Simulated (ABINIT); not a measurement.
The system is AlN.

```
Al N
1.0
     3.11300    0.00000    0.00000
    -1.55650    2.69594    0.00000
     0.00000    0.00000    4.98100
Al N
2 2
Cartesian
  1.5565 0.8986 2.4905
  0.0000 1.7973 0.0000
  1.5565 0.8986 4.3833
  0.0000 1.7973 1.8928
```

```yaml
Program: ABINIT 10.8.3 (patched build)
Task: relaxation of cell and atoms
Functional: LDA
Potentials_or_basis: PseudoDojo NC SR LDA v0.4.1 standard
Cutoff: 1143 eV
k_mesh: 8 × 8 × 4
Occupations: fermi-dirac, width 0.05 eV
Spin: no spin polarisation
```

At the start: pressure -5.8 GPa; volume 10.45 Å³/atom.

Problem. How do energy, volume and symmetry change on relaxing?

Solution. Over 8 steps the energy falls by 5.9 meV/atom and the volume is 10.15 Å³/atom (-2.9 %); space group P6_3mc (No. 186, to 0.05 Å).

Step by step:
| step | energy change (eV) | largest force (eV/Å) | pressure (GPa) | volume (Å³) |
| --- | --- | --- | --- | --- |
| 1 | 0.0000 | 0.1142 | -5.82 | 41.80 |
| 2 | -0.0198 | 0.0737 | -2.34 | 41.06 |
| 3 | -0.0235 | 0.0336 | 0.10 | 40.58 |
| 4 | -0.0236 | 0.0288 | 0.03 | 40.59 |
| 5 | -0.0238 | 0.0018 | -0.08 | 40.61 |
| 6 | -0.0238 | 0.0012 | -0.03 | 40.60 |
| 7 | -0.0238 | 0.0007 | 0.00 | 40.59 |
| 8 | -0.0238 | 0.0002 | 0.00 | 40.59 |

Final structure:
```
CELL_PARAMETERS angstrom
3.08223 0.00000 0.00000
-1.54112 2.66929 0.00000
0.00000 0.00000 4.93358
ATOMIC_POSITIONS crystal
Al 0.66667 0.33333 0.49902
Al 0.33333 0.66667 0.99902
N 0.66667 0.33333 0.88098
N 0.33333 0.66667 0.38098
```
